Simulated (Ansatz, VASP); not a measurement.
**K in VASP and in Ansatz**

```
CELL_PARAMETERS angstrom
0.00000 3.56791 3.56791
3.56791 0.00000 3.56791
3.56791 3.56791 0.00000
ATOMIC_POSITIONS crystal
K 0.00000 0.00000 0.00000
```

Alike in both runs: task single point; functional RPBE; k mesh 9 × 9 × 9; occupations fermi-dirac, width 0.1 eV; no spin polarisation.

|  | VASP | Ansatz |
| --- | --- | --- |
| version | VASP 6.6.1 | Ansatz 0.2.0 |
| potentials or method | VASP PAW PBE potentials, release 64 (K_sv) | plane waves (420 eV) with PAW, scalar-relativistic |
| plane-wave cutoff (eV) | 520 | 420 |
| valence electrons in the cell | 9 | 9 |

|  | VASP | Ansatz | Ansatz less VASP |
| --- | --- | --- | --- |
| pressure (GPa) | -0.3 | -0.3 | +0.01 |

Caveats: the PAW data sets were made with another functional, which shifts forces and pressure a little (VASP).
